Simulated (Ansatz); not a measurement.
# PbS under changes of volume

One of the cells (27.435 Å³/atom); the others are scaled copies at fixed shape and fractional positions:

```
Pb S
1.0
     4.08970    0.00000    0.00000
    -2.04485    3.54178    0.00000
     0.00000    0.00000    3.78817
Pb S
1 1
Direct
  0.00000 0.00000 0.00000
  0.66667 0.33333 0.50000
```

Measurements of this composition are mostly on another form, of space group No. 225.

```yaml
Program: Ansatz 0.2.0
Functional: r2SCAN
Potentials_or_basis: Ansatz PAW
Cutoff: "500 eV (not typed: the program's choice for these potentials)"
k_mesh: 8 × 8 × 7
Occupations: fermi-dirac, width 0.05 eV
Spin: no spin polarisation
```

```tsv
volume (Å³/atom)	energy over the lowest point (meV/atom)	pressure (GPa)	gap on the mesh (eV)
25.789	9.53	2.6	none
26.338	2.67	1.3	0.15
26.887	0.00	0.1	0.24
27.435	1.28	-0.9	0.33
27.984	6.16	-1.9	0.41
28.533	?	?	?
29.082	25.31	-3.6	0.56
```

Q: What does the run at 28.533 Å³/atom give?

A: Energy over the lowest point 14.29 meV/atom; pressure -2.8 GPa; gap on the mesh 0.49 eV.

Worked out: A Birch-Murnaghan fit of order 3 (a polynomial in V^(-2/3)) to the other rows has its minimum at 26.97 Å³/atom with B0 = V·E''(V) = 55 GPa and B' = 3.5 at fixed shape and positions, which overstates the stiffness. It gives 14.24 meV/atom at 28.533 Å³/atom, against the run's 14.29, and -dE/dV = -2.8 GPa, against -2.8.

Energies are extrapolated to zero smearing.

Caveats: the PAW data sets come from PBE, with cores solved anew for the run's functional, which leaves a small shift of forces and pressure; odd divisions of the mesh miss points on the zone boundary, where band edges often lie, so the gap on the mesh can be too wide (some runs); spin-orbit coupling is left out, which as a rule narrows the gap of such compounds by several tenths of an eV (some runs).

A mesh can miss the band edges.

A gap of «none» marks a metal or a gap under the smearing width.
